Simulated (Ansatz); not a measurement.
Level of theory: DFT PBE, scalar-relativistic, plane waves, PAW (Ansatz). Settings: cutoff 420 eV, Γ-centred meshes spaced at most about 0.3 Å⁻¹, and about 0.25 Å⁻¹ or finer for metals (2π included), Gaussian smearing. Spin is collinear in cells that carry moments; the others ran without spin or lost their moments.

Each guess is relaxed in cell and atoms at zero pressure, on a coarse mesh first where it starts far from rest and then on a converged one. The steps can't lower the symmetry of the start, but it can rise. Energies are static (0 K, no zero-point motion).

Two unrelaxed guesses for AlO5:

A.

```cif
data_structure
_symmetry_space_group_name_H-M 'P6/mmm'
_symmetry_Int_Tables_number 191
_cell_length_a 4.4094
_cell_length_b 4.4094
_cell_length_c 3.5877
_cell_angle_alpha 90.000
_cell_angle_beta 90.000
_cell_angle_gamma 120.000
_cell_volume 60.41
loop_
_atom_site_label
_atom_site_type_symbol
_atom_site_symmetry_multiplicity
_atom_site_Wyckoff_symbol
_atom_site_fract_x
_atom_site_fract_y
_atom_site_fract_z
_atom_site_occupancy
Al1 Al 1 a 0.00000 0.00000 0.00000 1
O1 O 2 c 0.33333 0.66667 0.00000 1
O2 O 3 g 0.50000 0.00000 0.50000 1
```

B.

```cif
data_structure
_symmetry_space_group_name_H-M 'R-3m:H'
_symmetry_Int_Tables_number 166
_cell_length_a 5.2429
_cell_length_b 5.2429
_cell_length_c 8.8967
_cell_angle_alpha 90.000
_cell_angle_beta 90.000
_cell_angle_gamma 120.000
_cell_volume 211.79
loop_
_atom_site_label
_atom_site_type_symbol
_atom_site_symmetry_multiplicity
_atom_site_Wyckoff_symbol
_atom_site_fract_x
_atom_site_fract_y
_atom_site_fract_z
_atom_site_occupancy
Al1 Al 3 b 0.33333 0.66667 0.16667 1
O1 O 9 e 0.16667 0.33333 0.33333 1
O2 O 6 c 0.33333 0.66667 0.38695 1
```

Question: Where do they end, and which end is lower?

Answer: B ends lower, by 0.70 eV/atom. A: P6/mmm at 10.1 Å³/atom → P6/mmm at 11.8 Å³/atom; B: R-3m at 11.8 Å³/atom → R-3m at 9.5 Å³/atom. Counting O atoms around Al (those within 1.25 times the shortest such distance or 1.15 times the sum of covalent radii; a plus sign parts nearer from farther groups), the end of A has Al 6 and the end of B has Al 6+2. End of A. Conventional cell: a = 3.551 Å, c = 6.508 Å. Al is surrounded by 6 O at 2.05 Å; O on a site of symmetry -6m2 has 3 O at 2.05 Å and 3 Al at 2.05 Å; around O on a site of symmetry mmm lie 4 O at 1.78 Å. End of B. Conventional cell: a = 5.262 Å, c = 7.136 Å. Around Al lie 6 O at 1.93 Å and 2 O at 2.18 Å; O on a site of symmetry 2/m is surrounded by 2 O at 1.81 Å and 2 Al at 1.93 Å; O on a site of symmetry 3m has 3 O at 1.81 Å and 1 Al at 2.18 Å.

Ends held by symmetry can be saddle points. Weakly bound directions are ill-defined at this level, which has no dispersion term (P6/mmm), and this can change margins and order among such cells. In P6/mmm an odd number of electrons in the primitive cell allows no gap without spin; a larger cell or a magnetic state could open one. A magnetic state wasn't ruled out in cells without spin, among them P6/mmm. Another magnetic order may lie lower.
